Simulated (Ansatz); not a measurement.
# SiNi2: levels along high-symmetry lines

```xyz
6
Lattice="3.8360 0.0000 0.0000 -1.9180 3.3221 0.0000 0.0000 0.0000 4.9480" Properties=species:S:1:pos:R:3 pbc="T T T"
Si    0.0000    2.2147    3.7110
Si    1.9180    1.1074    1.2370
Ni    0.0000    0.0000    0.0000
Ni    0.0000    0.0000    2.4740
Ni    0.0000    2.2147    1.2370
Ni    1.9180    1.1074    3.7110
```

Atom numbers follow the list: Si1, Si2, Ni3, Ni4, Ni5, Ni6.

The geometry is COD entry 1523551, unchecked; take it as a test cell.

All numbers below come from Ansatz 0.2.0, DFT, PBE, all-electron LAPW, scalar-relativistic.

The runs use a Γ-centred 8×8×6 k mesh, Fermi–Dirac smearing of 0.05 eV, basis error target 1 meV/atom, spin-polarised from start moments Ni3 1.5, Ni4 1.5, Ni5 1.5, Ni6 1.5 μB (the moments died away, and the run ended non-magnetic).

Points in fractions of the reciprocal vectors of this cell: Γ (0, 0, 0), M (0.5, 0, 0), K (0.333, 0.333, 0), A (0, 0, 0.5), L (0.5, 0, 0.5), H (0.333, 0.333, 0.5). The path joins them by straight lines in the order Γ–M–K–Γ–A–L–H–A–L; legs that retrace an earlier one aren't tabulated. Energies are in eV from the Fermi level.

**Question.** List the levels at L between -5 and 5 eV.

**Answer.** -4.50 (×2), -4.06 (×2), -3.38 (×2), -3.17 (×2), -2.48 (×2), -2.42 (×2), -1.78 (×2), -1.77 (×2), -1.31 (×2), -0.96 (×2), 0.98 (×2), 3.06 (×2).

**Question.** List the levels at K between -5 and 5 eV.

**Answer.** -4.44 (×2), -4.35, -3.31, -3.18, -2.90 (×2), -2.58, -2.35 (×2), -2.13 (×2), -2.05, -1.89, -1.66 (×2), -1.33 (×2), -0.61, 0.53 (×2), 1.54 (×2), 4.44.

**Question.** List the levels at M between -5 and 5 eV.

**Answer.** -4.58, -4.45, -4.25, -3.91, -3.87, -3.33, -3.30, -2.78, -2.67, -2.64, -2.40, -2.33, -2.03, -1.77, -1.63, -1.56, -1.44, -1.25, -1.07, -0.71, -0.60, 1.22, 1.88, 3.13, 3.78.

**Question.** What is the band gap?

**Answer.** none: bands cross the Fermi level, a metal.
